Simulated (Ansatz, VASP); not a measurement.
# Two plane-wave programs on HfC

Contents of INCAR:

```
PREC = Accurate ; ENCUT = 520
EDIFF = 1E-6 ; ISMEAR = 1
SIGMA = 0.1 ; LREAL = False
LASPH = True ; NELM = 60
ALGO = Normal ; ISIF = 2
LWAVE = False ; LCHARG = False
GGA = PS ; NBANDS = 14
```

Contents of KPOINTS:

```
regular mesh
0
Gamma
  11 11 11
```

Contents of POSCAR:

```
HfC
1.0
    0.0000000000      2.3250000000      2.3250000000
    2.3250000000      0.0000000000      2.3250000000
    2.3250000000      2.3250000000      0.0000000000
Hf C
1 1
Direct
    0.5000000000      0.5000000000      0.5000000000
    0.0000000000      0.0000000000      0.0000000000
```

Input for Ansatz:

```yaml
crystal:
  lattice:
    - [0.0, 2.325, 2.325]
    - [2.325, 0.0, 2.325]
    - [2.325, 2.325, 0.0]
  atoms:
    - { symbol: Hf, position: [0.5, 0.5, 0.5] }
    - { symbol: C, position: [0.0, 0.0, 0.0] }
kpoints:
  mp_grid:
    grid: [11, 11, 11]
hamiltonian:
  xc: pbesol
  pseudopotentials:
    kind: paw
scf:
  occupations:
    method: methfessel_paxton
    width: 0.1
output:
  forces: true
  stress: true
  eigenvalues: true
```

Alike in both runs: task single point; functional PBEsol; k mesh 11 × 11 × 11; occupations methfessel-paxton of order 1, width 0.1 eV; no spin polarisation.

|  | VASP | Ansatz |
| --- | --- | --- |
| version | VASP 6.6.1 | Ansatz 0.2.0 |
| potentials or method | VASP PAW PBE potentials, release 64 (Hf_pv, C) | plane waves, PAW |
| plane-wave cutoff (eV) | 520 | 420 |
| valence electrons in the cell | 14 | 30 |

VASP gave:

- gap on the k mesh at the Fermi level (eV): none
- pressure (GPa): -6.9

Question: Estimate Ansatz's values.

Answer: gap on the k mesh at the Fermi level (eV): none; pressure (GPa): -6.5.

A gap of «none» marks a metal or a gap that the smearing closes. The functional is the same, so the differences come from potentials, cutoffs and numerics. The two sets of potentials don't hold the same shells in valence.

Caveats: the PAW data sets were made with another functional, which shifts forces and pressure a little (VASP). Spin-orbit coupling is left out, which matters for the levels of Hf.
